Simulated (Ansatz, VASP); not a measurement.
**Cross-check of Ga13Sb13H30 (GaSb wire along [111], 26 atoms a period, H-terminated) between VASP and Ansatz**

One calculation is typed for both programs; each brings its own data sets. How far apart do they land? The structure shown is the start of the Ansatz relaxation below; VASP solves that cell, so the two are compared at the walk's first step.

Calculated with Ansatz 0.2.0; plane waves, with VASP 6.6.1 beside it; single point at PBE.

## (1) The structure

The cell holds 56 atoms: 13 Ga, 13 Sb and 30 H. Cell: a = 18.440 Å, b = 17.545 Å, c = 10.756 Å, α = 90.0°, β = 90.0°, γ = 90.0°. Vacuum lies along a and b. The structure's axis is c.

## (2) Ansatz: relaxation, PBE

Ansatz runs on its PAW soft_1 files.

The two programs are compared at the cell with which this relaxation starts, whose forces are those of its first step.

Contents of input.yaml:

```yaml
crystal:
  lattice:
    - [18.44, 0.0, 0.0]
    - [0.0, 17.545, 0.0]
    - [0.0, 0.0, 10.756035515]
  atoms:
    - { symbol: Ga, position: [0.380934684, 0.423189522, 0.0] }
    - { symbol: Ga, position: [0.619065547, 0.423189522, 0.0] }
    - { symbol: Sb, position: [0.380934684, 0.423189522, 0.25] }
    - { symbol: Sb, position: [0.500000115, 0.639936905, 0.25] }
    - { symbol: Sb, position: [0.619065547, 0.423189522, 0.25] }
    - { symbol: H, position: [0.310974565, 0.610139709, 0.284368576] }
    - { symbol: H, position: [0.500000115, 0.266036531, 0.284368576] }
    - { symbol: H, position: [0.689025666, 0.610139709, 0.284368576] }
    - { symbol: H, position: [0.30344721, 0.376169978, 0.304233117] }
    - { symbol: H, position: [0.500000115, 0.733975994, 0.304233117] }
    - { symbol: H, position: [0.696553021, 0.376169978, 0.304233117] }
    - { symbol: Ga, position: [0.380934684, 0.567687777, 0.333333333] }
    - { symbol: Ga, position: [0.500000115, 0.350940395, 0.333333333] }
    - { symbol: Ga, position: [0.619065547, 0.567687777, 0.333333333] }
    - { symbol: Sb, position: [0.380934684, 0.567687777, 0.583333333] }
    - { symbol: Sb, position: [0.500000115, 0.350940395, 0.583333333] }
    - { symbol: Sb, position: [0.619065547, 0.567687777, 0.583333333] }
    - { symbol: H, position: [0.191909133, 0.537890582, 0.61770191] }
    - { symbol: H, position: [0.261869253, 0.410534786, 0.61770191] }
    - { symbol: H, position: [0.310974565, 0.321143199, 0.61770191] }
    - { symbol: H, position: [0.310974565, 0.754637964, 0.61770191] }
    - { symbol: H, position: [0.380934684, 0.193787404, 0.61770191] }
    - { symbol: H, position: [0.450894803, 0.754637964, 0.61770191] }
    - { symbol: H, position: [0.549105428, 0.754637964, 0.61770191] }
    - { symbol: H, position: [0.619065547, 0.193787404, 0.61770191] }
    - { symbol: H, position: [0.689025666, 0.754637964, 0.61770191] }
    - { symbol: H, position: [0.689025666, 0.321143199, 0.61770191] }
    - { symbol: H, position: [0.738130978, 0.410534786, 0.61770191] }
    - { symbol: H, position: [0.808091097, 0.537890582, 0.61770191] }
    - { symbol: Ga, position: [0.261869253, 0.49543865, 0.666666667] }
    - { symbol: Ga, position: [0.380934684, 0.278691267, 0.666666667] }
    - { symbol: Ga, position: [0.380934684, 0.712186032, 0.666666667] }
    - { symbol: Ga, position: [0.500000115, 0.49543865, 0.666666667] }
    - { symbol: Ga, position: [0.619065547, 0.712186032, 0.666666667] }
    - { symbol: Ga, position: [0.619065547, 0.278691267, 0.666666667] }
    - { symbol: Ga, position: [0.738130978, 0.49543865, 0.666666667] }
    - { symbol: Sb, position: [0.261869253, 0.49543865, 0.916666667] }
    - { symbol: Sb, position: [0.380934684, 0.278691267, 0.916666667] }
    - { symbol: Sb, position: [0.380934684, 0.712186032, 0.916666667] }
    - { symbol: Sb, position: [0.500000115, 0.49543865, 0.916666667] }
    - { symbol: Sb, position: [0.619065547, 0.712186032, 0.916666667] }
    - { symbol: Sb, position: [0.619065547, 0.278691267, 0.916666667] }
    - { symbol: Sb, position: [0.738130978, 0.49543865, 0.916666667] }
    - { symbol: H, position: [0.184381779, 0.448419105, 0.970899784] }
    - { symbol: H, position: [0.261869253, 0.589477739, 0.970899784] }
    - { symbol: H, position: [0.30344721, 0.231671723, 0.970899784] }
    - { symbol: H, position: [0.30344721, 0.665166488, 0.970899784] }
    - { symbol: H, position: [0.380934684, 0.806225122, 0.970899784] }
    - { symbol: H, position: [0.458422158, 0.231671723, 0.970899784] }
    - { symbol: H, position: [0.541578073, 0.231671723, 0.970899784] }
    - { symbol: H, position: [0.619065547, 0.806225122, 0.970899784] }
    - { symbol: H, position: [0.696553021, 0.665166488, 0.970899784] }
    - { symbol: H, position: [0.696553021, 0.231671723, 0.970899784] }
    - { symbol: H, position: [0.738130978, 0.589477739, 0.970899784] }
    - { symbol: H, position: [0.815618452, 0.448419105, 0.970899784] }
    - { symbol: Ga, position: [0.500000115, 0.639936905, 0.0] }
kpoints:
  mp_grid: { grid: [1, 1, 8] }
scf:
  occupations: { method: fermi_dirac, width: 0.05 }
hamiltonian:
  xc: pbe
  pseudopotentials: { kind: paw, azcp: { folder: soft_1 } }
relax:
  cell: { fix: [a, b, alpha, beta, gamma] }
  max_steps: 45
  f_tol: 0.03
```

Launch:

```console
$ ansatz run input.yaml --threads 8 --pin off --max-ram 16384MiB --backend cpu --events-out ev --progress --plain --runs-dir out
```

Numbers of over 12 decimals in the logs are rounded to 6 here.

Output:

```text
Engine: ansatz 0.2.0, aarch64-unknown-linux-gnu
Pseudopotentials: kind: paw
Pseudopotential: Ga, paw, valence charge 13, recommended cutoff 420 eV (normal), soft_1/Ga.paw.azcp
Pseudopotential: Sb, paw, valence charge 15, recommended cutoff 420 eV (normal), soft_1/Sb.paw.azcp
Pseudopotential: H, paw, valence charge 1, recommended cutoff 420 eV (normal), soft_1/H.paw.azcp
Functional definition: PBE
  parameter kappa = 0.804
  parameter beta = 0.066725
  exchange = pbe_x(kappa = kappa, mu = beta*pi^2/3)
  correlation = pbe_c(beta = beta)
Crystal: 56 atoms, lattice volume = 3479.898 Å³
Basis set: ecut = 420 eV, 68053 PW (Γ), exchange–correlation on 250×240×144 points (8 copies of the dense FFT grid, shifted against one another)
Bands: 253, of which v1, the nominal top of the filled ones, is band 197 counted from 1 (196 counted from 0)
Symmetry: 2 space group operations
Space group: Pm (ITA 6), of the structure as read, at distance tolerance 1.5e-4 Å
k-points: 5 of 8 (time reversal used)
Non-local potential: Ga, projectors of the file, l = 0: 2, l = 1: 2, l = 2: 3, l = 3: 1
Non-local potential: Sb, projectors of the file, l = 0: 2, l = 1: 2, l = 2: 2, l = 3: 1
Non-local potential: H, projectors of the file, l = 0: 2, l = 1: 1
PAW form: soft (Blöchl's): semilocal exchange-correlation on the pseudo side does not see the compensation charge
PAW one-centre angular grid: Ga, 590 points (default); XC on 64 Gauss nodes
PAW one-centre angular grid: Sb, 590 points (default); XC on 64 Gauss nodes
PAW one-centre angular grid: H, 110 points (default); XC on 64 Gauss nodes
Initial density: superposition of atomic densities (neutral atoms: chi_scale 0, normalization atom)
Initial wavefunctions: pseudopotential atomic-orbital guess
Functional: x = pbe(κ = 0.804, μ = 0.219515), c = pbe(β = 0.066725)
SCF iter   1: F=—  HF=-133954.308236 eV  |F-HF|=—  |Δ(HF+E_count)|=         —  Δρ=2.90e-2  dr2=3.27e1  ethr=3.10e-3  ⟨swp⟩=7.0  Hψ=4557  notcnv=0  defer=113
preconditioner: auto → Resta (q_TF=auto, 1.898 Å⁻¹)  ε∞=1.6  [insulator: Δε(μ)=1.821 eV  Ē_g=13.257 eV  σ=0.050 eV  W_gap=1.00  n_scr=410 (ndim 8)  ℏωp=10.2 eV  f_vac=0.632  D(μ)=0.00/eV (n_scr^D=0)  ε∞_Penn≈1.6  vacuum switching on, ρ_ref=1.3e-2 e/Å³]
SCF iter   2: F=—  HF=-133945.428271 eV  |F-HF|=—  |Δ(HF+E_count)|=    8.88e0  Δρ=1.15e-2  dr2=5.34e0  ethr=3.10e-3  ⟨swp⟩=3.2  Hψ=1651  notcnv=0  defer=237
SCF iter   3: F=—  HF=-133944.653327 eV  |F-HF|=—  |Δ(HF+E_count)|=   7.75e-1  Δρ=4.42e-3  dr2=2.15e0  ethr=1.36e-3  ⟨swp⟩=4.0  Hψ=2191  notcnv=0  defer=237
SCF iter   4: F=—  HF=-133944.237204 eV  |F-HF|=—  |Δ(HF+E_count)|=   4.16e-1  Δρ=1.49e-3  dr2=1.26e-1  ethr=5.44e-4  ⟨swp⟩=5.0  Hψ=1842  notcnv=0  defer=237
SCF iter   5: F=—  HF=-133944.231060 eV  |F-HF|=—  |Δ(HF+E_count)|=   6.14e-3  Δρ=5.88e-4  dr2=1.41e-2  ethr=3.21e-5  ⟨swp⟩=3.0  Hψ=1689  notcnv=0  defer=237
SCF iter   6: F=—  HF=-133944.232105 eV  |F-HF|=—  |Δ(HF+E_count)|=   1.04e-3  Δρ=2.43e-4  dr2=2.17e-3  ethr=3.58e-6  ⟨swp⟩=2.0  Hψ=1613  notcnv=0  defer=237
SCF iter   7: F=—  HF=-133944.232777 eV  |F-HF|=—  |Δ(HF+E_count)|=   6.72e-4  Δρ=7.79e-5  dr2=2.90e-4  ethr=5.50e-7  ⟨swp⟩=2.0  Hψ=1688  notcnv=0  defer=237
SCF iter   8: F=—  HF=-133944.232907 eV  |F-HF|=—  |Δ(HF+E_count)|=   1.31e-4  Δρ=2.11e-5  dr2=2.26e-5  ethr=7.37e-8  ⟨swp⟩=2.0  Hψ=1688  notcnv=0  defer=237
SCF iter   9: F=—  HF=-133944.232759 eV  |F-HF|=—  |Δ(HF+E_count)|=   1.49e-4  Δρ=9.84e-6  dr2=3.89e-6  ethr=5.73e-9  ⟨swp⟩=2.0  Hψ=1850  notcnv=0  defer=237
SCF iter  10: F=—  HF=-133944.232763 eV  |F-HF|=—  |Δ(HF+E_count)|=   3.97e-6  Δρ=3.80e-6  dr2=9.55e-7  ethr=9.88e-10  ⟨swp⟩=2.0  Hψ=1853  notcnv=0  defer=237
SCF iter  11: F=—  HF=-133944.232764 eV  |F-HF|=—  |Δ(HF+E_count)|=   6.60e-7  Δρ=1.27e-6  dr2=1.64e-7  ethr=2.42e-10  ⟨swp⟩=2.0  Hψ=1853  notcnv=0  defer=237
SCF iter  12: F=-133944.232764 eV  HF=-133944.232764 eV  |F-HF|=2.65e-9  |Δ(HF+E_count)|=   3.23e-8  Δρ=4.25e-7  dr2=1.37e-8  ethr=2.54e-11  ⟨swp⟩=5.0  Hψ=3980  notcnv=0
SCF 1 converged in 12 iterations: F = -133944.232764 eV  dr2 = 1.37e-8
  greatest PAW one-centre occupation: 0.995 electrons in one spin orbital (limit 2), on the Sb atom at site 38 (counted from 0), in its partial waves of l = 2
relax step   1: F+E_penalty+E_count = -133944.23276353 eV  Δ(F+E_penalty+E_count) = +0.000e0 eV  max|allowed force component| = 9.839e-1 eV/Å  Δτ_max = 0.0000 Å  P = -0.179 GPa  Ω = 3479.898 Å³  fix = [a, b, alpha, beta, gamma]  reactions: a -0.214, b -0.213 GPa; alpha -0.000 GPa/rad  (12 SCF iters, dr2 threshold 1.00e-7 eV, accepted)
Crystal: 56 atoms, lattice volume = 3478.883 Å³
Basis set: ecut = 420 eV, 68041 PW (Γ), exchange–correlation on 250×240×144 points (8 copies of the dense FFT grid, shifted against one another)
Initial density: handed on by an earlier stage of this run
Initial wavefunctions: those handed on with the density
[...]
Internal energy: -133947.190364 eV  (E = F + TS)
E sigma→0 (E₀):  -133947.190364 eV
Fermi energy:    -1.464504 eV
--- Per-component energies (eV) ---
  E_band       = -6981.546064
  E_kinetic    = 3945.506892
  E_local      = -185110.277338  (includes V_loc(G=0)·N_el)
  E_nonlocal   = 3890.474263
  E_hartree    = 91250.987039
  E_xc         = -2343.445229
  E_vxc        = -2210.385365  (∫ρ·V_xc dr)
  E_paw        = -85000.138782  (= ΣΔE_a)
  E_vpaw       = -9998.809412  (= ΣTr[D̂ρ^β])
  E_aug_tail   = -0.028576  (compensation charges beyond the density's cutoff)
  E_ewald      = 39419.731368
  E_smearing   = -0.000000  (= −TS)
  E_closure    = 0.000000  (closes the sum)
  Σ components = -133947.190364   (vs F -133947.190364, Δ=0.00e0)
--- Forces (eV/Å), atoms counted from 1 ---
  atom   1  Ga    -0.01907409    -0.01090874    -0.01299721
  atom   2  Ga     0.01907409    -0.01090874    -0.01299721
  atom   3  Sb     0.01010758     0.00602363     0.01178421
  atom   4  Sb    -0.00000000    -0.01178039     0.01164256
  atom   5  Sb    -0.01010758     0.00602363     0.01178421
  atom   6  H     -0.00121987     0.00063414    -0.00028098
  atom   7  H      0.00000000    -0.00150989    -0.00032202
  atom   8  H      0.00121987     0.00063414    -0.00028098
  atom   9  H     -0.00002474    -0.00005308    -0.00914816
  atom  10  H      0.00000000    -0.00001369    -0.00906029
  atom  11  H      0.00002474    -0.00005308    -0.00914816
  atom  12  Ga    -0.00889609     0.00520601    -0.01116138
  atom  13  Ga     0.00000000    -0.01026316    -0.01132935
  atom  14  Ga     0.00889609     0.00520601    -0.01116138
  atom  15  Sb     0.01153125    -0.00694732    -0.00503256
  atom  16  Sb     0.00000000     0.01358040    -0.00517071
  atom  17  Sb    -0.01153125    -0.00694732    -0.00503256
  atom  18  H     -0.00149398     0.00090160    -0.00097701
  atom  19  H      0.00560790     0.00384822     0.00118580
  atom  20  H      0.00620633     0.00278732     0.00120439
  atom  21  H     -0.00161333     0.00070191    -0.00105807
  atom  22  H      0.00021952    -0.00189042    -0.00099594
  atom  23  H     -0.00057024    -0.00677133     0.00117680
  atom  24  H      0.00057024    -0.00677133     0.00117680
[...]
atom  49  H      0.00411519    -0.00378168    -0.00158503
  atom  50  H     -0.00411519    -0.00378168    -0.00158503
  atom  51  H     -0.00233832     0.00131516    -0.00261378
  atom  52  H      0.00531306    -0.00166637    -0.00162856
  atom  53  H      0.00237869     0.00139753    -0.00255501
  atom  54  H      0.00131057     0.00535155    -0.00154763
  atom  55  H      0.00003063    -0.00257067    -0.00251429
  atom  56  Ga     0.00000000     0.02207162    -0.01270884
  max |Σ_I F_I| component: 6.92e-7 eV/Å
--- Stress (GPa, compression-positive) ---
        0.002815      -0.000000      -0.000000
       -0.000000       0.002487       0.000251
       -0.000000       0.000251       0.003559
  P = ⅓ Tr σ = 0.0030 GPa (0.030 kbar)
--- Relaxed structure (7 steps of the walk, 7 accepted, 1 SCFs on fresh bases) ---
  F+E_penalty+E_count = -133947.19036357 eV   max|allowed force component| = 2.867e-2 eV/Å   (the final SCF, on the basis selected at the relaxed cell)
  cell:  # Å, volume = 3450.3304 Å³
    - [18.44, 0, 0]
    - [0, 17.545, 0]
    - [0, 0, 10.664645]
  atoms:
    - { symbol: Ga, position: [0.383433, 0.424785, 0.00877574] }
    - { symbol: Ga, position: [0.616567, 0.424785, 0.00877574] }
    - { symbol: Sb, position: [0.388711, 0.427906, 0.257985] }
    - { symbol: Sb, position: [0.5, 0.630523, 0.257948] }
    - { symbol: Sb, position: [0.611289, 0.427906, 0.257985] }
    - { symbol: H, position: [0.307849, 0.611998, 0.279775] }
    - { symbol: H, position: [0.5, 0.262220, 0.279768] }
    - { symbol: H, position: [0.692151, 0.611998, 0.279775] }
    - { symbol: H, position: [0.311310, 0.380925, 0.302093] }
    - { symbol: H, position: [0.5, 0.724439, 0.302164] }
    - { symbol: H, position: [0.688690, 0.380925, 0.302093] }
    - { symbol: Ga, position: [0.374318, 0.571723, 0.343455] }
    - { symbol: Ga, position: [0.5, 0.342879, 0.343403] }
    - { symbol: Ga, position: [0.625682, 0.571723, 0.343455] }
    - { symbol: Sb, position: [0.377945, 0.569492, 0.592299] }
    - { symbol: Sb, position: [0.5, 0.347292, 0.592260] }
    - { symbol: Sb, position: [0.622055, 0.569492, 0.592299] }
    - { symbol: H, position: [0.189555, 0.568916, 0.636074] }
    - { symbol: H, position: [0.242290, 0.421728, 0.603398] }
    - { symbol: H, position: [0.310465, 0.297490, 0.603116] }
    - { symbol: H, position: [0.284160, 0.741173, 0.636120] }
    - { symbol: H, position: [0.405448, 0.176041, 0.636356] }
    - { symbol: H, position: [0.431824, 0.766805, 0.603195] }
    - { symbol: H, position: [0.568176, 0.766805, 0.603195] }
    - { symbol: H, position: [0.594552, 0.176041, 0.636356] }
    - { symbol: H, position: [0.715840, 0.741173, 0.636120] }
    - { symbol: H, position: [0.689535, 0.297490, 0.603116] }
    - { symbol: H, position: [0.757710, 0.421728, 0.603398] }
    - { symbol: H, position: [0.810445, 0.568916, 0.636074] }
    - { symbol: Ga, position: [0.249204, 0.506159, 0.647417] }
    - { symbol: Ga, position: [0.383494, 0.261720, 0.647451] }
    - { symbol: Ga, position: [0.365727, 0.718365, 0.647411] }
    - { symbol: Ga, position: [0.5, 0.495433, 0.658261] }
    - { symbol: Ga, position: [0.634273, 0.718365, 0.647411] }
    - { symbol: Ga, position: [0.616506, 0.261720, 0.647451] }
    - { symbol: Ga, position: [0.750796, 0.506159, 0.647417] }
    - { symbol: Sb, position: [0.264786, 0.486774, 0.903348] }
    - { symbol: Sb, position: [0.375174, 0.285798, 0.903290] }
    - { symbol: Sb, position: [0.389567, 0.713943, 0.903309] }
    - { symbol: Sb, position: [0.5, 0.495497, 0.913358] }
    - { symbol: Sb, position: [0.610433, 0.713943, 0.903309] }
    - { symbol: Sb, position: [0.624826, 0.285798, 0.903290] }
    - { symbol: Sb, position: [0.735214, 0.486774, 0.903348] }
    - { symbol: H, position: [0.195392, 0.435835, 0.969932] }
    - { symbol: H, position: [0.249553, 0.567988, 0.987947] }
    - { symbol: H, position: [0.298533, 0.248021, 0.969846] }
    - { symbol: H, position: [0.315055, 0.687156, 0.987937] }
    - { symbol: H, position: [0.396804, 0.802581, 0.969851] }
    - { symbol: H, position: [0.434500, 0.231324, 0.987859] }
    - { symbol: H, position: [0.565500, 0.231324, 0.987859] }
    - { symbol: H, position: [0.603196, 0.802581, 0.969851] }
    - { symbol: H, position: [0.684945, 0.687156, 0.987937] }
    - { symbol: H, position: [0.701467, 0.248021, 0.969846] }
    - { symbol: H, position: [0.750447, 0.567988, 0.987947] }
    - { symbol: H, position: [0.804608, 0.435835, 0.969932] }
    - { symbol: Ga, position: [0.5, 0.636990, 0.00872068] }
```

[end of part 1 of 2]

[Lines on the potential files, build, host, timing and source positions are cut from VASP's logs without a mark.]

[Logs are printed without paths, hosts, clocks, repeated set-up lines and the standing remarks that a program may print on its own settings, such as how far it seeks lower states.]

[Hosts, paths, dates, database ids (printed as entryN), source tags and the programs' standing remarks are cut or masked in the printed files.]
